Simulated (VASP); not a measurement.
# Sn (Fd-3m) in VASP: settings compared

One crystal, Sn, is run at these levels: PBEsol, PBE; tasks: single point, relaxation of cell and atoms.

Everything below comes from runs of VASP 6.6.1. Logs are shortened: lines on timing, memory, paths and dates and some standing lists are left out, and cuts for length are marked.

### Step 1. The crystal as given

Symmetry: Fd-3m, No. 227, cubic system. Conventional cell: a = 6.467 Å, b = 6.467 Å, c = 6.467 Å, α = 90.00°, β = 90.00°, γ = 90.00°. Around Sn (site symmetry -43m) lie 4 Sn at 2.80 Å.

This isn't the form of Sn at room conditions, which is tetragonal (white tin).

### Step 2. Single point, PBEsol

Input file INCAR:

```
SYSTEM = Sn
PREC     = Accurate       ! precision mode
ENCUT    = 520            ! plane-wave cutoff, eV
EDIFF    = 1E-7           ! SCF threshold, eV
ISMEAR   = 0              ! smearing method
SIGMA    = 0.03           ! smearing width, eV
LREAL    = .FALSE.        ! projectors in reciprocal space
LASPH    = .TRUE.         ! aspherical terms in the spheres
NELM     = 80             ! most SCF steps
ALGO     = Fast           ! electronic algorithm
ISIF     = 2              ! what is computed and relaxed
LWAVE    = .FALSE.        ! write WAVECAR
LCHARG   = .FALSE.        ! write CHGCAR
GGA      = PS             ! functional
KPAR     = 4
```

Input file KPOINTS:

```
regular mesh
0
G
  6 6 6
  0 0 0
```

Input file POSCAR:

```
Sn
1.0
    0.0000000000      3.2333428000      3.2333428000
    3.2333428000      0.0000000000      3.2333428000
    3.2333428000      3.2333428000      0.0000000000
Sn
2
Direct
    0.0000000000      0.0000000000      0.0000000000
    0.2500000000      0.2500000000      0.2500000000
```

Potentials or basis: VASP PAW PBE potentials, release 64 (Sn_d).

Launch:

```bash
$ cat potpaw_PBE.64/Sn_d/POTCAR > POTCAR
$ mpirun -np 4 vasp_std > vasp.out
```

OUTCAR:

```text
SYSTEM = Sn
   PREC = Accurate
   ENCUT = 520
   EDIFF = 1E-7
   ISMEAR = 0
   LREAL = .FALSE.
   LASPH = .TRUE.
   NELM = 80
   ISIF = 2
   GGA = PS

 ion  position               nearest neighbor table
   1  0.000  0.000  0.000-   2 2.80   2 2.80   2 2.80   2 2.80
   2  0.250  0.250  0.250-   1 2.80   1 2.80   1 2.80   1 2.80

  LATTYP: Found a face centered cubic cell.
 ALAT       =     6.4666856000

  Lattice vectors:

 A1 = (   0.0000000000,   3.2333428000,   3.2333428000)
 A2 = (   3.2333428000,   0.0000000000,   3.2333428000)
 A3 = (   3.2333428000,   3.2333428000,   0.0000000000)

Analysis of symmetry for initial positions (statically):
=====================================================================
 Subroutine PRICEL returns:
 Original cell was already a primitive cell.

 Routine SETGRP: Setting up the symmetry group for a
 face centered cubic supercell.

 Subroutine GETGRP returns: Found 48 space group operations
 (whereof 24 operations were pure point group operations)
 out of a pool of 48 trial point group operations.

The static configuration has the point symmetry T_d .
 The point group associated with its full space group is O_h .

Analysis of symmetry for dynamics (positions and initial velocities):
=====================================================================
 Subroutine PRICEL returns:
 Original cell was already a primitive cell.

 Routine SETGRP: Setting up the symmetry group for a
 face centered cubic supercell.

 Subroutine GETGRP returns: Found 48 space group operations
 (whereof 24 operations were pure point group operations)
 out of a pool of 48 trial point group operations.

The dynamic configuration has the point symmetry T_d .
 The point group associated with its full space group is O_h .

 Subroutine INISYM returns: Found 48 space group operations
 (whereof 24 operations are pure point group operations),
 and found     1 'primitive' translations

----------------------------------------------------------------------------------------

                                     Primitive cell

  volume of cell :      67.6060

  direct lattice vectors                    reciprocal lattice vectors
     0.000000000  3.233342800  3.233342800    -0.154638723  0.154638723  0.154638723
     3.233342800  0.000000000  3.233342800     0.154638723 -0.154638723  0.154638723
     3.233342800  3.233342800  0.000000000     0.154638723  0.154638723 -0.154638723

  length of vectors
     4.572637240  4.572637240  4.572637240     0.267842124  0.267842124  0.267842124

  position of ions in fractional coordinates (direct lattice)
     0.000000000  0.000000000  0.000000000
     0.250000000  0.250000000  0.250000000

  ion indices of the primitive-cell ions
   primitive index   ion index
                 1           1
                 2           2

----------------------------------------------------------------------------------------

 KPOINTS: regular mesh

Automatic generation of k-mesh.
 Grid dimensions read from file:
 generate k-points for:    6    6    6

 Generating k-lattice:

  Cartesian coordinates                     Fractional coordinates (reciprocal lattice)
    -0.025773120  0.025773120  0.025773120     0.166666667  0.000000000  0.000000000
     0.025773120 -0.025773120  0.025773120     0.000000000  0.166666667  0.000000000
     0.025773120  0.025773120 -0.025773120     0.000000000  0.000000000  0.166666667

  Length of vectors
     0.044640354  0.044640354  0.044640354

  Shift w.r.t. Gamma in fractional coordinates (k-lattice)
     0.000000000  0.000000000  0.000000000

 Subroutine IBZKPT returns following result:
 ===========================================

 Found     16 irreducible k-points:

 Following reciprocal coordinates:
            Coordinates               Weight
  0.000000  0.000000  0.000000      1.000000
  0.166667  0.000000  0.000000      8.000000
  0.333333  0.000000  0.000000      8.000000
  0.500000  0.000000  0.000000      4.000000
  0.166667  0.166667  0.000000      6.000000
  0.333333  0.166667  0.000000     24.000000
[... 8 lines left out ...]
 -0.333333  0.333333  0.166667     24.000000
 -0.333333  0.500000  0.166667     12.000000
   k-points           NKPTS =     16   k-points in BZ     NKDIM =     16   number of bands    NBANDS=     18
   number of dos      NEDOS =    301   number of ions     NIONS =      2
   total plane-waves  NPLWV =  46656
   dimension x,y,z NGX =    36 NGY =   36 NGZ =   36
   dimension x,y,z NGXF=    72 NGYF=   72 NGZF=   72
   ions per type =               2
   NGX,Y,Z   is equivalent  to a cutoff of  13.09, 13.09, 13.09 a.u.
   NGXF,Y,Z  is equivalent  to a cutoff of  26.18, 26.18, 26.18 a.u.
 SYSTEM =  Sn
   PREC   = accura    normal or accurate (medium, high low for compatibility)
   ISTART =      0    job   : 0-new  1-cont  2-samecut
   ICHARG =      2    charge: 1-file 2-atom 10-const
   ISPIN  =      1    spin polarized calculation?
   LNONCOLLINEAR =      F non collinear calculations
   LSORBIT =      F    spin-orbit coupling
   LASPH  =      T    aspherical Exc in radial PAW
   ENCUT  =  520.0 eV  38.22 Ry    6.18 a.u.   8.50  8.50  8.50*2*pi/ulx,y,z
   NELM   =     80;   NELMIN=  2; NELMDL= -5     # of ELM steps
   EDIFF  = 0.1E-06   stopping-criterion for ELM
   LREAL  =      F    real-space projection
   EDIFFG = 0.1E-05   stopping-criterion for IOM
   NSW    =      0    number of steps for IOM
   IBRION =     -1    ionic relax: 0-MD 1-quasi-New 2-CG
   NFREE  =      0    steps in history (QN), initial steepest desc. (CG)
   ISIF   =      2    stress and relaxation
   ISYM   =      2    0-nonsym 1-usesym 2-fastsym
   POTIM  = 0.5000    time-step for ionic-motion
   TEBEG  =    0.0;   TEEND  =   0.0 temperature during run
   PSTRESS=    0.0 pullay stress
   NELECT =      28.0000    total number of electrons
   NUPDOWN=      -1.0000    fix difference up-down
   EMIN   =  10.00;   EMAX   =-10.00  energy-range for DOS
   EFERMI =   0.00;   METHOD = LEGACY
   ISMEAR =     0;   SIGMA  =   0.03  broadening in eV -4-tet -1-fermi 0-gaus
   EFERMI_NEDOS =   21; number of points for ismear=-14 and -15
   IALGO  =     68    algorithm
   IMIX   =      4    mixing-type and parameters
     AMIX     =   0.40;   BMIX     =  1.00
     AMIX_MAG =   1.60;   BMIX_MAG =  1.00
  volume/ion in A,a.u.               =      33.80       228.11
  Fermi-wavevector in a.u.,A,eV,Ry     =   1.220298  2.306028 20.260793  1.489126
  Thomas-Fermi vector in A             =   2.355520
   LORBIT       =      0    0 simple, 1 ext, 2 COOP (PROOUT), +10 PAW based schemes
   GGA     = PS    functional components
   LHFCALC =     F    Hartree Fock is set to
   AEXX    =    0.0000 exact exchange contribution
   IVDW    =     0    specifies the selected vdW correction
   LEPSILON=     F    determine dielectric tensor
   LRPA    =     F    only Hartree local field effects (RPA)
 non-spin polarized calculation
 RMM-DIIS sequential band-by-band and
 Gauss-broadening in eV      SIGMA  =   0.03
  energy-cutoff  :      520.00
  volume of cell :       67.61
 maximum number of plane-waves:      1853
 NGX is ok and might be reduce to    36
   NGX = 17   NGY = 17   NGZ = 17

 number of electron      28.0000008 magnetization

 Free energy of the ion-electron system (eV)
  ---------------------------------------------------
  ext. energy  EPLUGINS =         0.00000000
  ---------------------------------------------------
  free energy    TOTEN  =        -8.41889830 eV

  energy without entropy =       -8.41858486  energy(sigma->0) =       -8.41874158

 E-fermi :   5.5654     XC(G=0):  -9.1076

 val. band max:        5.2420811516   @ k =   0.1667   0.0000   0.0000
 cond. band min:       5.5654069960   @ k =   0.5000   0.0000   0.0000
 fundamental gap:      0.3233258443
 Fermi energy:         5.5654069958

 k-point     1 :       0.0000    0.0000    0.0000
  band No.  band energies     occupation
      1     -16.0098      2.00000
      2     -16.0098      2.00000
      3     -16.0098      2.00000
      4     -15.9481      2.00000
      5     -15.9481      2.00000
      6     -15.6274      2.00000
[... 10 lines left out ...]
     17       7.7566      0.00000
     18       7.7566      0.00000

 k-point     2 :       0.1667    0.0000    0.0000
  band No.  band energies     occupation
      1     -16.0266      2.00000
      2     -16.0266      2.00000
      3     -16.0032      2.00000
      4     -15.9235      2.00000
      5     -15.9235      2.00000
      6     -15.6580      2.00000
[... 10 lines left out ...]
     17       8.3300      0.00000
     18       8.9511      0.00000

 k-point     3 :       0.3333    0.0000    0.0000
  band No.  band energies     occupation
      1     -16.0428      2.00000
      2     -16.0428      2.00000
      3     -15.9894      2.00000
      4     -15.8944      2.00000
      5     -15.8944      2.00000
      6     -15.6821      2.00000
[... 10 lines left out ...]
     17       8.8119      0.00000
     18      11.2110      0.00000

 k-point     4 :       0.5000    0.0000    0.0000
  band No.  band energies     occupation
      1     -16.0473      2.00000
      2     -16.0473      2.00000
      3     -15.9822      2.00000
      4     -15.8852      2.00000
      5     -15.8852      2.00000
      6     -15.6885      2.00000
[... 207 lines left out ...]
      4     -15.8643      2.00000
      5     -15.8156      2.00000
      6     -15.7874      2.00000
[... 10 lines left out ...]
     17       9.2900      0.00000
     18      11.4232      0.00000

 k-point    15 :      -0.3333    0.3333    0.1667
  band No.  band energies     occupation
      1     -16.0836      2.00000
      2     -16.0684      2.00000
      3     -15.9144      2.00000
      4     -15.8369      2.00000
      5     -15.8058      2.00000
      6     -15.7924      2.00000
[... 10 lines left out ...]
     17      10.4867      0.00000
     18      10.5934      0.00000

 k-point    16 :      -0.3333    0.5000    0.1667
  band No.  band energies     occupation
      1     -16.0772      2.00000
      2     -16.0772      2.00000
      3     -15.8819      2.00000
      4     -15.8819      2.00000
      5     -15.7849      2.00000
      6     -15.7849      2.00000
[... 10 lines left out ...]
     17      10.9615      0.00000
     18      10.9615      0.00000

------------------------ aborting loop because EDIFF is reached ----------------------------------------

  FORCE on cell =-STRESS in cart. coord.  units (eV):
  Direction    XX          YY          ZZ          XY          YZ          ZX
  --------------------------------------------------------------------------------------
  -------------------------------------------------------------------------------------
  Total        0.6458464      0.6458464      0.6458464      0.0000000      0.0000000     -0.0000000
  in kB       15.3057488     15.3057488     15.3057488      0.0000000      0.0000000     -0.0000000
  external PRESSURE =      15.3057488 kB  Pullay stress =       0.0000000 kB

 VOLUME and BASIS-vectors are now :
 -----------------------------------------------------------------------------
  energy-cutoff  :      520.00
  volume of cell :       67.61
      direct lattice vectors                 reciprocal lattice vectors
     0.000000000  3.233342800  3.233342800    -0.154638723  0.154638723  0.154638723
     3.233342800  0.000000000  3.233342800     0.154638723 -0.154638723  0.154638723
     3.233342800  3.233342800  0.000000000     0.154638723  0.154638723 -0.154638723

 POSITION                                       TOTAL-FORCE (eV/Angst)
 -----------------------------------------------------------------------------------
      0.00000      0.00000      0.00000        -0.000000     -0.000000     -0.000000
      1.61667      1.61667      1.61667         0.000000      0.000000      0.000000
 -----------------------------------------------------------------------------------
    total drift:                                0.000000      0.000000      0.000000

  FREE ENERGIE OF THE ION-ELECTRON SYSTEM (eV)
  ---------------------------------------------------
  free  energy   TOTEN  =        -8.4188982976 eV

  energy  without entropy=       -8.4185848589  energy(sigma->0) =       -8.41874158
```

Wall time 7.4 s (4 MPI ranks of AMD EPYC 9R45 (Zen 5), shared host); peak memory 0.17 GiB.

Results:

* Free energy: -8.4189 eV
* Pressure: 1.5 GPa
* Band gap on the k mesh: none (metal or under the smearing width)

Caveat: the PAW data sets were made with another functional, which shifts forces and pressure a little.

### Step 3. Relaxation of cell and atoms, PBE

Input file INCAR:

```
SYSTEM = Sn
ALGO = Normal
EDIFF = 1E-6
EDIFFG = -0.01
ENCUT = 300
GGA = PE
IBRION = 2
ISIF = 3
ISMEAR = 0
LASPH = .True.
LCHARG = .False.
LREAL = .False.
LWAVE = .False.
NELM = 80
NSW = 90
PREC = Accurate
SIGMA = 0.03
```

Input file KPOINTS:

```
k-points
0
Gamma
  5 5 5
  0 0 0
```

POSCAR is that of step 2.

Potentials or basis: VASP PAW PBE potentials, release 64 (Sn).

Launch:

```bash
$ cat potpaw_PBE.64/Sn/POTCAR > POTCAR
$ mpirun -np 1 vasp_std > vasp.out
```

Run time: 13 s. Hardware: 1 thread of Intel Xeon Platinum 8488C (Sapphire Rapids), shared host; peak memory 0.15 GiB.

Results (log left out):

```
Free energy                            : -7.5928 eV
Relaxed volume                         : 36.99 Å³/atom
Relaxed cell                           : a = 4.712 Å, b = 4.712 Å, c = 4.712 Å, α = 60.00°, β = 60.00°, γ = 60.00°
Space group after relaxing (to 0.05 Å) : Fd-3m (No. 227)
Energy gained by relaxing              : 37.3 meV/atom
Ionic steps                            : 3
Pressure after relaxing                : 0.0 GPa
Band gap on the k mesh                 : none (metal or under the smearing width)
```

The path:
| step | energy change (eV) | largest force (eV/Å) | pressure (GPa) | volume (Å³) |
| --- | --- | --- | --- | --- |
| 1 | 0.0000 | 0.0000 | 4.06 | 67.61 |
| 2 | -0.0665 | 0.0000 | -1.05 | 76.35 |
| 3 | -0.0745 | 0.0000 | 0.01 | 73.98 |

Final structure:
```
CELL_PARAMETERS angstrom
0.00000 3.33187 3.33187
3.33187 0.00000 3.33187
3.33187 3.33187 0.00000
ATOMIC_POSITIONS crystal
Sn 0.00000 0.00000 0.00000
Sn 0.25000 0.25000 0.25000
```

Levels at points of the mesh, in eV from the Fermi level:
| k point | band 1 | band 2 | band 3 | band 4 | band 5 | band 6 | band 7 | band 8 |
| --- | --- | --- | --- | --- | --- | --- | --- | --- |
| (0.00, 0.00, 0.00) | -10.00 | -1.04 | 0.19 | 0.19 | 0.19 | 2.24 | 2.24 | 2.24 |

PBE usually gives volumes a little too large and moduli too small. Zero-point motion and thermal expansion aren't in these numbers.

### Step 4. Relaxation of cell and atoms, PBE

This run uses another cell than the first one, of 36.99 Å³/atom, 1.094 times its volume.

Changes to INCAR since step 3:

```diff
@@ -2,4 +2,4 @@
 ALGO = Normal
-EDIFF = 1E-6
-EDIFFG = -0.01
+EDIFF = 1E-7
+EDIFFG = -0.005
 ENCUT = 300
```

KPOINTS is that of step 3.

Input file POSCAR:

```
Sn                                      
1.0
    0.0000000000      3.3318684116      3.3318684116
    3.3318684116      0.0000000000      3.3318684116
    3.3318684116      3.3318684116      0.0000000000
  Sn            
     2
Direct
     0.0000000000000000    0.0000000000000000    0.0000000000000000
     0.2500000000000000    0.2500000000000000    0.2500000000000000
```

Launch:

```bash
$ cat potpaw_PBE.64/Sn/POTCAR > POTCAR
$ mpirun -np 1 vasp_std > vasp.out
```

It took 6.6 s on 1 thread of Intel Xeon Platinum 8488C (Sapphire Rapids), shared host; peak memory 0.14 GiB.

The run converged. Its results:

```yaml
Free_energy: -7.5929 eV
Pressure_after_relaxing: 0.0 GPa
Band_gap_on_the_k_mesh: none (metal or under the smearing width)
```

Final structure:
```
CELL_PARAMETERS angstrom
0.00000 3.33187 3.33187
3.33187 0.00000 3.33187
3.33187 3.33187 0.00000
ATOMIC_POSITIONS crystal
Sn 0.00000 0.00000 0.00000
Sn 0.25000 0.25000 0.25000
```

Levels at points of the mesh, in eV from the Fermi level:
| k point | band 1 | band 2 | band 3 | band 4 | band 5 | band 6 | band 7 | band 8 |
| --- | --- | --- | --- | --- | --- | --- | --- | --- |
| (0.00, 0.00, 0.00) | -9.99 | -1.04 | 0.19 | 0.19 | 0.19 | 2.24 | 2.24 | 2.24 |

Caveat: the relaxation stopped at its first step, so nothing moved.
